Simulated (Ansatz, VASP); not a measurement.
**One calculation of Mo, two programs**

Contents of INCAR:

```
SYSTEM = Mo
  PREC = Accurate
  ENCUT = 520
  EDIFF = 1E-6
  ISMEAR = 0
  SIGMA = 0.15
  LREAL = .False.
  LASPH = .True.
  NELM = 60
  ALGO = Fast
  ISIF = 2
  LWAVE = .False.
  LCHARG = .False.
  GGA = PE
  NBANDS = 13
```

File KPOINTS:

```
Automatic mesh
0
Gamma
  22 22 22
  0 0 0
```

POSCAR

```
Mo
1.0
    0.0000000000      2.1878555291      1.8747734029
    2.1878555291      0.0000000000      1.8747734029
    2.1878555291      2.1878555291      0.0000000000
Mo
1
Direct
    0.0000000000      0.0000000000      0.0000000000
```

Input for Ansatz:

```yaml
crystal:
  lattice:
    - [0.0, 2.1878555291, 1.8747734029]
    - [2.1878555291, 0.0, 1.8747734029]
    - [2.1878555291, 2.1878555291, 0.0]
  atoms:
    - { symbol: Mo, position: [0.0, 0.0, 0.0] }
basis:
  ecutwfc: 420
kpoints:
  mp_grid: { grid: [22, 22, 22] }
hamiltonian:
  xc: pbe
scf:
  occupations: { method: gaussian, width: 0.15 }
output:
  forces: true
  stress: true
  eigenvalues: true
  write_density: true
  write_potential: true
  elf: true
  volumetric_format: npy
```

Alike in both runs: task single point; functional PBE; k mesh 22 × 22 × 22; occupations gaussian, width 0.15 eV; no spin polarisation.

|  | VASP | Ansatz |
| --- | --- | --- |
| version | VASP 6.6.1 | Ansatz 0.2.0 |
| potentials or method | VASP PAW PBE potentials, release 64 (Mo_sv) | scalar-relativistic, plane waves, PAW |
| plane-wave cutoff (eV) | 520 | 420 |
| valence electrons in the cell | 14 | 14 |

```csv
,VASP,Ansatz,Ansatz less VASP
gap on the k mesh at the Fermi level (eV),none,none,-
pressure (GPa),-22.0,-22.4,-0.35
largest component of the traceless stress (GPa),14.27,14.28,+0.011
```

A gap of «none» marks a metal or a gap that the smearing closes.

Caveats: so large a pressure means that the cell lies far from this level's equilibrium, or that cutoff or potentials fall short (VASP).
